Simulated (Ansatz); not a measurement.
# Moving the knobs of a GW run on GaP (F-43m)

Aim: change settings of a G0W0 run on GaP (F-43m) and see what moves.

Main program and level: Ansatz 0.2.0; G0W0 on PBE, plane waves, PAW.

## (1) Starting point

Symmetry: F-43m, No. 216, cubic system. Conventional cell: a = 5.451 Å, b = 5.451 Å, c = 5.451 Å, α = 90.00°, β = 90.00°, γ = 90.00°. Nearest to Ga lie 4 P at 2.36 Å. P has 4 Ga at 2.36 Å nearest. Farther neighbours are not listed.

The cell and positions come from the Crystallography Open Database and are kept as given unless a step says otherwise. The default PAW set here is soft_2. Its files were made with PBE.

## (2) The base run: 4×4×4 mesh, 120 empty bands, screening to 120 eV

Now the one-shot GW correction: screening in the RPA, then the self-energy of the levels asked for.

Contents of input.yaml:

```yaml
crystal:
  lattice:
    - [0.0, 2.72525, 2.72525]
    - [2.72525, 0.0, 2.72525]
    - [2.72525, 2.72525, 0.0]
  atoms:
    - { symbol: Ga, position: [0.0, 0.0, 0.0] }
    - { symbol: P, position: [0.25, 0.25, 0.25] }
kpoints:
  mp_grid: { grid: [4, 4, 4] }
hamiltonian:
  xc: pbe
scf:
  occupations: { method: fixed }
gw:
  n_empty_bands: 120
  ecut_chi: 120
  qp_bands: [v2, c2]
  qp_kpoints: band_edges
  screening: { model: contour_deformation }
```

On the command line:

```bash
ansatz run input.yaml --threads 3 --pin off --max-ram 64512MiB --backend cuda --events-out ev --progress --plain --runs-dir out --devices 1 --max-vram 24GiB  # rebuilt from the run's record
```

Numbers of over 12 decimals in the logs are rounded to 6 here.

The log of the run:

```text
GPUs: using 1 of 1 available (devices: 1).
Engine: ansatz 0.2.0, x86_64-unknown-linux-gnu
Pseudopotentials: kind: paw
Pseudopotential: Ga, paw, valence charge 13, recommended cutoff 420 eV (normal), Ga.paw.azcp
Pseudopotential: P, paw, valence charge 5, recommended cutoff 420 eV (normal), P.paw.azcp
Functional definition: PBE
  parameter kappa = 0.804
  parameter beta = 0.066725
  exchange = pbe_x(kappa = kappa, mu = beta*pi^2/3)
  correlation = pbe_c(beta = beta)
device memory: the entry about to start is reckoned to put 0.8 GiB on a device that reports 66.2 GiB free (of which the cap on the GPU budget leaves the run 24.0 GiB)
GPU FFT provider: cuFFT
GPU libraries: cuBLAS 13.8.2, cuFFT 12.4.0, cuSOLVER 12.3.4
Crystal: 2 atoms, lattice volume = 40.481 Å³
Basis set: ecut = 420 eV, 749 PW (Γ)
Bands: 13, of which v1, the nominal top of the filled ones, is band 9 counted from 1 (8 counted from 0)
Symmetry: 24 space group operations
Space group: F-43m (ITA 216), of the structure as read, at distance tolerance 3.4e-5 Å
k-points: 8 of 64 (time reversal used)
Non-local potential: Ga, projectors of the file, l = 0: 2, l = 1: 2, l = 2: 3, l = 3: 1
Non-local potential: P, projectors of the file, l = 0: 2, l = 1: 2, l = 2: 2
PAW form: soft (Blöchl's): semilocal exchange-correlation on the pseudo side does not see the compensation charge
PAW one-centre angular grid: Ga, 590 points (default); XC on 64 Gauss nodes
PAW one-centre angular grid: P, 110 points (default); XC on 64 Gauss nodes
Initial density: superposition of atomic densities (neutral atoms: chi_scale 0, normalization atom), corrected by the library's trained network
Initial wavefunctions: pseudopotential atomic-orbital guess
GPU buffer pool allocated for 19683 grid points (all kernels)
GPU transforms: local potential and band sums: pruned to the plane-wave sphere, on 25×25×25
Functional: x = pbe(κ = 0.804, μ = 0.219515), c = pbe(β = 0.066725)
SCF iter   1: F=—  HF=-4539.409009 eV  |F-HF|=—  |Δ(HF+E_count)|=         —  Δρ=1.83e-3  dr2=8.23e-4  ethr=1.77e-3  ⟨swp⟩=5.0  Hψ=552  notcnv=0  defer=13
preconditioner: auto → none  [insulator: Δε(μ)=1.644 eV  Ē_g=15.445 eV  n_scr=14 (ndim 8)  ℏωp=24.8 eV  f_vac=0.011  ε∞_Penn≈3.6]
SCF iter   2: F=—  HF=-4539.408137 eV  |F-HF|=—  |Δ(HF+E_count)|=   8.72e-4  Δρ=8.44e-4  dr2=1.66e-4  ethr=4.57e-6  ⟨swp⟩=2.8  Hψ=275  notcnv=0  defer=12
SCF iter   3: F=—  HF=-4539.408041 eV  |F-HF|=—  |Δ(HF+E_count)|=   9.56e-5  Δρ=3.05e-4  dr2=1.91e-5  ethr=9.21e-7  ⟨swp⟩=2.0  Hψ=192  notcnv=0  defer=12
SCF iter   4: F=—  HF=-4539.408057 eV  |F-HF|=—  |Δ(HF+E_count)|=   1.59e-5  Δρ=1.28e-4  dr2=3.40e-6  ethr=1.06e-7  ⟨swp⟩=2.5  Hψ=137  notcnv=0  defer=8
[...]
E_nonlocal   = 459.085496
  E_hartree    = 1018.098864
  E_xc         = -130.813253
  E_vxc        = -119.085699  (∫ρ·V_xc dr)
  E_paw        = -2558.735572  (= ΣΔE_a)
  E_vpaw       = -419.612490  (= ΣTr[D̂ρ^β])
  E_aug_tail   = -0.000104  (compensation charges beyond the density's cutoff)
  E_ewald      = -1312.644944
  E_smearing   = -0.000000  (= −TS)
  E_closure    = 0.000000  (closes the sum)
  Σ components = -4539.408063   (vs F -4539.408063, Δ=0.00e0)
--- Band table (eV; the first three rows and the last of 8) ---
  k-point 0: bands = [... 5 lower, -5.3690, 7.1316, 7.1316, 7.1316, 8.9509, 10.9864, 10.9864, 10.9864]
  k-point 1: bands = [... 5 lower, -4.5925, 3.2440, 6.4645, 6.4645, 9.2706, 11.8439, 11.8439, 13.4732]
  k-point 2: bands = [... 5 lower, -3.2973, 0.4779, 6.0070, 6.0070, 8.7872, 11.8176, 11.8176, 15.3976]
  k-point 7: bands = [... 5 lower, -2.2986, 0.5580, 3.5434, 3.6948, 11.8190, 11.9815, 13.2063, 13.2586]
--- G₀W₀: contour deformation, 6 samples at zero and on the imaginary axis and 2 off it, 64 q-points, 120 empty bands' worth ---
  eigenvalues of the whole cell's RPA ε∞ on this k-mesh (on a slab, of 1 + 4πα/V) = 18.1360, 18.1360, 18.1360; static W/v taken at q = 0 is 0.055139
  bands read: the sum over 129 bands ends inside a degenerate multiplet in 2 slots, whose members it reads at an even weight; the widest, k=1: bands 129 to 130 (counted from 1) at 1/2 each
  gw.qp_kpoints: band_edges: 6 of 8 stored k-points solved, in 1 pass; an edge of the gap read off the rows below is read off those points alone
    valence top: of the k-points left out ik 5 came nearest to being solved in a further pass, in band 9 (counted from 1, as in the quasiparticle table): it holds the edge there only if its correction is more favourable than any solved in that band by at least 1.209 eV; those differ by 0.108 eV
    conduction bottom: of the k-points left out ik 4 came nearest to being solved in a further pass, in band 10 (counted from 1, as in the quasiparticle table): it holds the edge there only if its correction is more favourable than any solved in that band by at least 0.810 eV; those differ by 0.421 eV
    ik  band        ε_KS         Σx   Σc(E_QP)       V_xc       Z   E_QP_lin       E_QP  E_QP is
     0     8      7.1316   -17.4010     1.4898   -15.3972  0.7649     6.6145     6.6175  root
     0     9      7.1316   -17.4010     1.4898   -15.3972  0.7649     6.6145     6.6175  root
     0    10      8.9509   -10.4869    -4.4254   -15.2509  0.7754     9.2909     9.2895  root
     0    11     10.9864    -7.3573    -4.4710   -12.0189  0.7740    11.1777    11.1769  root
     1     8      6.4645   -16.8948     1.6366   -14.7184  0.7622     5.9208     5.9246  root
     1     9      6.4645   -16.8948     1.6366   -14.7184  0.7622     5.9208     5.9246  root
     1    10      9.2706    -8.9947    -4.2850   -13.5195  0.7781     9.5111     9.5104  root
     1    11     11.8439    -7.3997    -4.7078   -12.3000  0.7600    12.0367    12.0364  root
[...]
7     8      3.5434   -15.8077     2.5812   -12.5791  0.7316     2.8916     2.8960  root
     7     9      3.6948   -15.0892     2.3853   -12.0852  0.7316     3.0681     3.0760  root
     7    10     11.8190    -7.2995    -4.4622   -11.7704  0.7637    11.8277    11.8277  root
     7    11     11.9815    -8.8360    -5.1026   -14.2934  0.7435    12.3357    12.3364  root
[key lines of the parts left out:]
SCF converged after 6 iterations
Free energy (F): -4539.408063 eV
Fermi energy:    7.131628 eV
```

Wall time 5.6 s (1 × NVIDIA H100 80GB HBM3 (shared by 3 runs) with 3 threads of AMD EPYC 7R13 (Zen 3), shared host); peak memory 1.1 GiB.

In the SCF lines HF is the Harris–Foulkes energy and dr2 the Hartree energy of the density residual, in eV; the loop may stop once dr2 is under the threshold and the program's other checks hold. Hψ counts applications of the Hamiltonian.

Numbers from this step:

```
bands summed                                 : 129
RPA ε∞ on this mesh (eigenvalues)            : 18.14, 18.14, 18.14
plane waves in the screening matrix          : 113
q-points in the mesh                         : 64
G0W0 gap on the mesh                         : 2.061 eV
k of the valence top                         : 0, 0, 0
k of the conduction bottom                   : 0, -0.5, -0.5
starting gap on the mesh                     : 1.629 eV
Z at the valence top                         : 0.7649
Z at the conduction bottom                   : 0.7917
least direct G0W0 gap on the computed points : 2.672 eV
```

The gap on the mesh goes from 1.63 eV to 2.06 eV, a correction of +0.43 eV. Between the two edge states, bare exchange in place of the xc potential would open the gap by 5.81 eV, and correlation takes back 5.38 eV.

## (3) Variant: fewer bands

Edit input.yaml of step 2 so:

```diff
@@ -15,4 +15,4 @@
 gw:
-  n_empty_bands: 120
-  ecut_chi: 120
+  n_empty_bands: 30
+  ecut_chi: 140
   qp_bands: [v2, c2]
```

The log of the run:

```text
GPUs: using 1 of 1 available (devices: 1).
[...]
GPU FFT provider: cuFFT
GPU libraries: cuBLAS 13.8.2, cuFFT 12.4.0, cuSOLVER 12.3.4
Crystal: 2 atoms, lattice volume = 40.481 Å³
Basis set: ecut = 420 eV, 749 PW (Γ)
Bands: 13, of which v1, the nominal top of the filled ones, is band 9 counted from 1 (8 counted from 0)
[... 1 set-up line as in the run before ...]
[...]
k-points: 8 of 64 (time reversal used)
[...]
GPU buffer pool allocated for 19683 grid points (all kernels)
[...]
SCF iter   1: F=—  HF=-4539.409009 eV  |F-HF|=—  |Δ(HF+E_count)|=         —  Δρ=1.83e-3  dr2=8.23e-4  ethr=1.77e-3  ⟨swp⟩=5.0  Hψ=552  notcnv=0  defer=13
[...]
SCF iter   6: F=-4539.408063 eV  HF=-4539.408063 eV  |F-HF|=4.38e-9  |Δ(HF+E_count)|=   8.71e-8  Δρ=9.97e-6  dr2=1.94e-8  ethr=5.56e-10  ⟨swp⟩=6.4  Hψ=528  notcnv=0
SCF 1 converged in 6 iterations: F = -4539.408063 eV  dr2 = 1.94e-8
[...]
NSCF: frozen V_eff on 8 k-points
[...]
G₀W₀ screening: q 1/8
[... further progress lines ...]
[...]
SCF converged after 6 iterations
Free energy (F): -4539.408063 eV
[...]
Internal energy: -4539.408063 eV  (E = F + TS)
E sigma→0 (E₀):  -4539.408063 eV
Fermi energy:    7.131628 eV
[...]
--- Band table (eV; the first three rows and the last of 8) ---
  k-point 0: bands = [... 5 lower, -5.3690, 7.1316, 7.1316, 7.1316, 8.9509, 10.9864, 10.9864, 10.9864]
  k-point 1: bands = [... 5 lower, -4.5925, 3.2440, 6.4645, 6.4645, 9.2706, 11.8439, 11.8439, 13.4732]
  k-point 2: bands = [... 5 lower, -3.2973, 0.4779, 6.0070, 6.0070, 8.7872, 11.8176, 11.8176, 15.3976]
  k-point 7: bands = [... 5 lower, -2.2986, 0.5580, 3.5434, 3.6948, 11.8190, 11.9815, 13.2063, 13.2586]
[...]
0     8      7.1316   -17.4010     1.8740   -15.3972  0.7657     7.0017     7.0019  root
     0     9      7.1316   -17.4010     1.8740   -15.3972  0.7657     7.0017     7.0019  root
     0    10      8.9509   -10.4869    -3.9724   -15.2509  0.7761     9.7512     9.7425  root
     0    11     10.9864    -7.3573    -4.0370   -12.0189  0.7745    11.6183    11.6109  root
     1     8      6.4645   -16.8948     2.0154   -14.7184  0.7629     6.3032     6.3035  root
     1     9      6.4645   -16.8948     2.0154   -14.7184  0.7629     6.3032     6.3035  root
     1    10      9.2706    -8.9947    -3.8532   -13.5195  0.7789     9.9484     9.9422  root
     1    11     11.8439    -7.3997    -4.2813   -12.3000  0.7609    12.4658    12.4629  root
[...]
7     8      3.5434   -15.8077     2.8839   -12.5791  0.7321     3.1982     3.1987  root
     7     9      3.6948   -15.0892     2.6973   -12.0852  0.7312     3.3860     3.3880  root
     7    10     11.8190    -7.2995    -4.1307   -11.7704  0.7647    12.1613    12.1592  root
     7    11     11.9815    -8.8360    -4.6326   -14.2934  0.7483    12.8107    12.8063  root
```

Elapsed: 5.6 s, on 1 × NVIDIA H100 80GB HBM3 (shared by 3 runs) with 3 threads; peak memory 1 GiB.

Against the base:

| setting | base | variant |
| --- | --- | --- |
| empty bands | 120 | 30 |
| screening cutoff (eV) | 120 | 140 |

| quantity | variant | base |
| --- | --- | --- |
| starting gap on the mesh | 1.629 | 1.629 |
| G0W0 gap on the mesh | 1.975 | 2.061 |
| least direct G0W0 gap on the computed points | 2.741 | 2.672 |
| Z at the valence top | 0.766 | 0.765 |
| Z at the conduction bottom | 0.792 | 0.792 |

## (4) Summary of results

- base: 2.06 eV, 5.6 s
- fewer bands: 1.97 eV, 5.6 s

What this shows: Fewer bands: the gap moves by −0.09 eV; such settings are too crude to quote. The variant differs from the base in empty bands and screening cutoff together, so the change can't be laid to one of them. All runs here use a coarse mesh and modest cutoffs; they test settings and are not final values. The 4×4×4 mesh is coarse for this cell (its supercell is 15 Å along the shortest edge). The RPA ε∞ on it, from the PBE start, is 18.14; such meshes misread the long-range screening, most where the gap is narrow. The many-body steps are scalar-relativistic: spin-orbit coupling is not in them.

[Paths, hosts, dates, memory and timing lines, banners, echoed tables and standing remarks are left out of the program output.]

[Logs are printed without paths, hosts, clocks, repeated set-up lines and the standing remarks that a program may print on its own settings, such as how far it seeks lower states.]

[Runs of the session that timed out or met a known fault of the program may be left out.]

[Cells called generated may have been cut or substituted from an entry of the Crystallography Open Database or the Materials Project.]

[Hosts, paths, dates, database ids (printed as entryN), source tags and the programs' standing remarks are cut or masked in the printed files.]
